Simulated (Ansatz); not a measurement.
The system is SiC (Moissanite).

```
Si C
1.0
     3.07600    0.00000    0.00000
    -1.53800    2.66389    0.00000
     0.00000    0.00000    5.04800
Si C
2 2
Direct
  0.66667 0.33333 0.50000
  0.33333 0.66667 0.00000
  0.66667 0.33333 0.88500
  0.33333 0.66667 0.38500
```

- Program: Ansatz 0.2.0
- Task: relaxation of cell and atoms
- Functional: PBE0
- Potentials or basis: Ansatz PAW
- Cutoff: 420 eV (not typed: the program's choice for these potentials)
- k mesh: 5 × 5 × 3
- Occupations: fermi-dirac, width 0.05 eV
- Spin: no spin polarisation

At the start: volume 10.34 Å³/atom.

Q: How do energy, volume and symmetry change on relaxing?

A: It ends after 5 steps and the volume is 10.28 Å³/atom (-0.6 %); space group P6_3mc (No. 186, to 0.05 Å).

The path:
```csv
step,energy change (eV),largest force (eV/Å),volume (Å³)
1,0.0000,0.7625,41.36
2,-0.0221,0.4303,41.23
3,-0.0369,0.0023,41.11
4,-0.0369,0.0004,41.12
5,-0.0366,0.0004,41.12
```

Final structure:
```yaml
crystal:
  lattice:
    - [3.07119, 0.00000, 0.00000]
    - [-1.53560, 2.65973, 0.00000]
    - [0.00000, 0.00000, 5.03378]
  atoms:
    - { symbol: Si, position: [0.66667, 0.33333, 0.50439] }
    - { symbol: Si, position: [0.33333, 0.66667, 0.00439] }
    - { symbol: C, position: [0.66667, 0.33333, 0.88061] }
    - { symbol: C, position: [0.33333, 0.66667, 0.38061] }
```

Caveat: the k mesh is coarse (spacing up to 0.47 Å⁻¹), so the values aren't converged, least of all with exact exchange; the plane-wave basis is chosen anew once the cell has moved, so the energies of steps on either side of that aren't comparable; the PAW data sets come from PBE, with cores solved anew for the run's functional, which leaves a small shift of forces and pressure.
